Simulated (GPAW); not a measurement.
## Collinear magnetic orders of 1 ML Cr on Re(0001), fcc site, 3 substrate layers with GPAW

Wanted: the moments of 1 ML Cr on Re(0001), fcc site, 3 substrate layers and the energy of each order that was tried.

Calculated with GPAW 26.7.0; PBE; plane waves with GPAW's PAW setups, scalar-relativistic.

This is a report of a sequence of runs, with most program output left out.

### 1. The starting structure

The cell holds 4 atoms: 3 Re and 1 Cr. Its edges and angles: a = 2.761 Å, b = 2.761 Å, c = 20.588 Å, α = 90.0°, β = 90.0°, γ = 120.0°. pseudomorphic film on the substrate's lattice, hard-sphere layer spacings, unrelaxed, 14 A of vacuum. Vacuum lies along c.

### 2. Order 1, typed as ferro +

Parallel moments need no larger cell; this start tests for a ferromagnetic state only.

Contents of order1.py:

```python
import json
import numpy as np
from ase import Atoms
from ase.parallel import paropen, parprint
from gpaw import GPAW

atoms = Atoms(['Re', 'Re', 'Re', 'Cr'],
    cell=[[2.7608, 0.0, 0.0],
         [-1.3804, 2.390923, 0.0],
         [0.0, 0.0, 20.588237]],
    scaled_positions=[[0.0, 0.0, 0.34],
         [0.666667, 0.333333, 0.448271],
         [0.0, 0.0, 0.556541],
         [0.333333, 0.666667, 0.66]],
    pbc=True,
    magmoms=[0.0, 0.0, 0.0, 2.5])
atoms.calc = GPAW(mode={'name': 'pw', 'ecut': 500},
    xc='PBE',
    kpts={'size': (14, 14, 1), 'gamma': True},
    occupations={'name': 'fermi-dirac', 'width': 0.05},
    convergence={'density': 1e-05, 'energy': 1e-05},
    maxiter=250,
    symmetry={'tolerance': 1e-4},
    txt='order1.txt')
e = atoms.get_potential_energy(force_consistent=True)
res = {'free_energy': e, 'energy_sigma0': atoms.get_potential_energy(), 'fermi_energy': atoms.calc.get_fermi_level()}
res['moments'] = atoms.get_magnetic_moments().tolist()
res['total'] = atoms.get_magnetic_moment()
parprint('site moments (muB):', np.round(res['moments'], 3))
parprint(f"total moment: {res['total']:.3f} muB")
parprint(f'free energy: {e:.6f} eV')
atoms.calc.write('order1.gpw')
with paropen('results.json', 'w') as f:
    json.dump(res, f)
```

Started as:

```
OMP_NUM_THREADS=1 mpirun -n 4 gpaw python order1.py > order1.log
```

Elapsed: 80 s, on 4 MPI ranks of Arm Neoverse V1, shared host; peak memory 0.96 GiB; 5.3 min of CPU time.

Spin moment in the augmentation sphere by atom:

| atom | spin moment in the augmentation sphere (μB) |
| --- | --- |
| Re1 | -0.01 |
| Re2 | 0.04 |
| Re3 | -0.21 |
| Cr4 | 2.07 |

Numbers from this step:

| Property | Result |
| --- | --- |
| magnetization | 2.255 μB |
| final state | ferromagnetic |

After 33 cycles the largest moment stands at 2.07 μB.

### 3. Run 2 (antiferro q=(0,1/2,0) +-)

Reversing part of the moments tests the sign of the couplings between them.

This order needs a doubled cell of 8 atoms. Its mesh is chosen so that both cells sample the same points.

Contents of order2.py:

```python
import json
import numpy as np
from ase import Atoms
from ase.parallel import paropen, parprint
from gpaw import GPAW

atoms = Atoms(['Re', 'Re', 'Re', 'Re', 'Re', 'Re', 'Cr', 'Cr'],
    cell=[[2.7608, 0.0, 0.0],
         [-2.7608, 4.781846, 0.0],
         [0.0, 0.0, 20.588237]],
    scaled_positions=[[0.0, 0.0, 0.34],
         [0.0, 0.5, 0.34],
         [0.666667, 0.1666665, 0.448271],
         [0.666667, 0.6666665, 0.448271],
         [0.0, 0.0, 0.556541],
         [0.0, 0.5, 0.556541],
         [0.333333, 0.3333335, 0.66],
         [0.333333, 0.8333335, 0.66]],
    pbc=True,
    magmoms=[0.0, 0.0, 0.0, 0.0, 0.0, 0.0, 2.5, -2.5])
atoms.calc = GPAW(mode={'name': 'pw', 'ecut': 500},
    xc='PBE',
    kpts={'size': (14, 7, 1), 'gamma': True},
    occupations={'name': 'fermi-dirac', 'width': 0.05},
    convergence={'density': 1e-05, 'energy': 1e-05},
    maxiter=250,
    symmetry={'tolerance': 1e-4},
    txt='order2.txt')
e = atoms.get_potential_energy(force_consistent=True)
res = {'free_energy': e, 'energy_sigma0': atoms.get_potential_energy(), 'fermi_energy': atoms.calc.get_fermi_level()}
res['moments'] = atoms.get_magnetic_moments().tolist()
res['total'] = atoms.get_magnetic_moment()
parprint('site moments (muB):', np.round(res['moments'], 3))
parprint(f"total moment: {res['total']:.3f} muB")
parprint(f'free energy: {e:.6f} eV')
atoms.calc.write('order2.gpw')
with paropen('results.json', 'w') as f:
    json.dump(res, f)
```

Started as:

```
OMP_NUM_THREADS=1 mpirun -n 4 gpaw python order2.py > order2.log
```

Run time: 12 min. Hardware: 4 MPI ranks; peak memory 1.9 GiB; 48 min of CPU time.

Spin moment in the augmentation sphere by atom:

| atom | spin moment in the augmentation sphere (μB) |
| --- | --- |
| Re1 | -0.01 |
| Re2 | 0.01 |
| Re3 | -0.01 |
| Re4 | 0.01 |
| Re5 | 0.11 |
| Re6 | -0.11 |
| Cr7 | 2.59 |
| Cr8 | -2.59 |

Numbers from this step:

| Item | Value |
| --- | --- |
| magnetization | 0 μB |
| final state | antiferromagnetic |

It lies 191 meV a seeded atom under the first start, and its largest moment is 2.59 μB against 2.07 μB.

### 4. Run 3 (no spin polarisation)

This run holds no moments, which gives a state to set the others against.

Contents of nospin.py:

```python
import json
import numpy as np
from ase import Atoms
from ase.parallel import paropen, parprint
from gpaw import GPAW

atoms = Atoms(['Re', 'Re', 'Re', 'Cr'],
    cell=[[2.7608, 0.0, 0.0],
         [-1.3804, 2.390923, 0.0],
         [0.0, 0.0, 20.588237]],
    scaled_positions=[[0.0, 0.0, 0.34],
         [0.666667, 0.333333, 0.448271],
         [0.0, 0.0, 0.556541],
         [0.333333, 0.666667, 0.66]],
    pbc=True)
atoms.calc = GPAW(mode={'name': 'pw', 'ecut': 500},
    xc='PBE',
    kpts={'size': (14, 14, 1), 'gamma': True},
    occupations={'name': 'fermi-dirac', 'width': 0.05},
    convergence={'density': 1e-05, 'energy': 1e-05},
    maxiter=250,
    symmetry={'tolerance': 1e-4},
    txt='nospin.txt')
e = atoms.get_potential_energy(force_consistent=True)
res = {'free_energy': e, 'energy_sigma0': atoms.get_potential_energy(), 'fermi_energy': atoms.calc.get_fermi_level()}
parprint(f'free energy: {e:.6f} eV')
atoms.calc.write('nospin.gpw')
with paropen('results.json', 'w') as f:
    json.dump(res, f)
```

Started as:

```
OMP_NUM_THREADS=1 mpirun -n 4 gpaw python nospin.py > nospin.log
```

It took 30 s on 4 MPI ranks; peak memory 0.84 GiB; 2 min of CPU time.

Read from the output:

- final state: non-magnetic (no spin polarisation)

It lies 101 meV a seeded atom over the first start.

### 5. Ranking

These are free energies at a smearing of 0.05 eV, so its entropy term is in the differences. They are divided by the number of seeded atoms, so that cells of unlike size compare. Wavevectors q in the names are fractions of the reciprocal vectors of the first run's cell.

Orders:

| start | final state | typed order kept | energy over the lowest (meV a seeded atom) | largest site moment (μB) | net moment (μB a primitive cell) | mesh matched | CPU time (s) |
| --- | --- | --- | --- | --- | --- | --- | --- |
| ferro + | ferromagnetic | yes | 190.8 | 2.066 | 2.255 | yes | 320.9 |
| antiferro q=(0,1/2,0) +- | antiferromagnetic | yes | 0 | 2.592 | 0 | yes | 2881 |
| no spin polarisation | non-magnetic | - | 291.9 | 0 | 0 | yes | 121.2 |

### 6. Results

```json
{"lowest state found": "antiferromagnetic (typed antiferro q=(0,1/2,0) +-)", "largest site moment": "2.59 μB", "next state": "ferromagnetic, 191 meV a seeded atom higher", "energy gained by spin polarisation": "292 meV a seeded atom"}
```

What this shows: The lowest state found is antiferromagnetic, reached from the start antiferro q=(0,1/2,0) +-, with moments up to 2.59 μB. The next state costs 191 meV a seeded atom. This is the lowest of 3 finished starts, no proof of the ground state.

[Logs and program files are shortened in this print: banners, set-up blocks, solver, clock and traceback lines can be left out without a mark of their own.]

[Logs are printed without paths, hosts, clocks, repeated set-up lines and the standing remarks that a program may print on its own settings, such as how far it seeks lower states.]

[Hosts, paths, dates, database ids (printed as entryN), source tags and the programs' standing remarks are cut or masked in the printed files.]

[Where a cell is said to come from a database of computed structures, the database is the Materials Project.]
